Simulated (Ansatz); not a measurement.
N: computed properties

Level of theory: DFT r2SCAN, scalar-relativistic, plane waves, PAW (Ansatz).

Plane waves to 500 eV, a k mesh through Γ of 6×6×4 on the computed 4-atom cell and Gaussian smearing (0.02 eV); no spin polarisation.

The structure is relaxed at this level of theory with its symmetry kept. Whether it is the stable form of this composition wasn't checked.

```cif
data_structure
_symmetry_space_group_name_H-M 'P 1'
_symmetry_Int_Tables_number 1
_cell_length_a 4.1860
_cell_length_b 4.1860
_cell_length_c 5.4096
_cell_angle_alpha 90.000
_cell_angle_beta 90.000
_cell_angle_gamma 90.000
_cell_volume 94.79
loop_
_atom_site_label
_atom_site_type_symbol
_atom_site_fract_x
_atom_site_fract_y
_atom_site_fract_z
_atom_site_occupancy
N1 N 0.90767 0.90767 0.00000 1
N2 N 0.59233 0.40767 0.50000 1
N3 N 0.09233 0.09233 0.00000 1
N4 N 0.40767 0.59233 0.50000 1
```

(1) Formation energy from the elements' standard states (uncorrected)?

(2) Generalised Kohn–Sham band gap?

(3) Löwdin character of the top 1 eV of the valence band?

(4) Löwdin character of the lowest 1 eV of the conduction band?

(5) Electron masses at the edge by Cartesian direction of the standard setting (m_e; degenerate bands sorted by energy; no spin-orbit coupling)?

(6) Hole masses at the edge by Cartesian direction of the standard setting (m_e; degenerate bands sorted by energy; no spin-orbit coupling)?

(7) Bulk modulus?

(8) Its pressure derivative?

(9) Bader charges (e)?

Each cell of N holds molecules, and where no dispersion correction was added their binding is poorly described.

Answers

(1) -0.015 eV/atom.

(2) 7.88 eV, indirect from A to Γ.

(3) N 2p 66 %, N 2s 31 %.

(4) N 2p 96 %.

(5) x: 1.3; y: 1.3; z: 2.7.

(6) x: 4.8, 4.8; y: 4.8, 4.8; z: 22, 22.

(7) 1.3 GPa.

(8) 8.2.

(9) N (4 in the cell) 0.00.

Cost: 8 runs of about 1.8 core-minutes in all, on Intel Xeon 6975P-C (Granite Rapids) (shared hosts).